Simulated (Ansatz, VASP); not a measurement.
**Two plane-wave programs on KF**

Contents of INCAR:

```
ALGO     = Normal         # electronic algorithm
EDIFF    = 1E-6           # SCF threshold, eV
ENCUT    = 520            # plane-wave cutoff, eV
GGA      = PE             # functional
ISIF     = 2              # what is computed and relaxed
ISMEAR   = 0              # smearing method
LASPH    = True           # aspherical terms in the spheres
LCHARG   = False          # write CHGCAR
LREAL    = False          # projectors in reciprocal space
LWAVE    = False          # write WAVECAR
NBANDS   = 15             # bands
NELM     = 60             # most SCF steps
PREC     = Accurate       # precision mode
SIGMA    = 0.05           # smearing width, eV
```

File KPOINTS:

```
k-points
0
Gamma
  10 10 10
```

The input POSCAR:

```
KF
1.0
    0.0000000000      2.8392642981      2.8392642981
    2.8392642981      0.0000000000      2.8392642981
    2.8392642981      2.8392642981      0.0000000000
K F
1 1
Direct
    0.0000000000      0.0000000000      0.0000000000
    0.5000000000      0.5000000000      0.5000000000
```

Input for Ansatz:

```yaml
crystal:
  lattice:
    - [0.0, 2.8392642981, 2.8392642981]
    - [2.8392642981, 0.0, 2.8392642981]
    - [2.8392642981, 2.8392642981, 0.0]
  atoms:
    - { symbol: K, position: [0.0, 0.0, 0.0] }
    - { symbol: F, position: [0.5, 0.5, 0.5] }
basis:
  ecutwfc: 420
  fft_grid_basis: typed
kpoints:
  mp_grid: { grid: [10, 10, 10] }
hamiltonian:
  xc: pbe
  pseudopotentials: { kind: paw }
scf:
  occupations: { method: gaussian, width: 0.05 }
output:
  forces: true
  stress: true
  eigenvalues: true
  bader: true
  write_density: true
  volumetric_format: npy
  elf: true
```

Alike in both runs: task single point; functional PBE; k mesh 10 × 10 × 10; occupations gaussian, width 0.05 eV; no spin polarisation.

|  | VASP | Ansatz |
| --- | --- | --- |
| version | VASP 6.6.1 | Ansatz 0.2.0 |
| potentials or method | VASP PAW PBE potentials, release 64 (K_sv, F) | scalar-relativistic, plane waves, PAW |
| plane-wave cutoff (eV) | 520 | 420 |
| valence electrons in the cell | 16 | 16 |

```tsv
	VASP	Ansatz	Ansatz less VASP
gap on the k mesh at the Fermi level (eV)	5.30	5.32	+0.013
pressure (GPa)	-2.9	-2.9	+0.06
```

With one functional, cell and mesh, what is left measures potentials, basis and numerics.

A k mesh can miss the band edges.
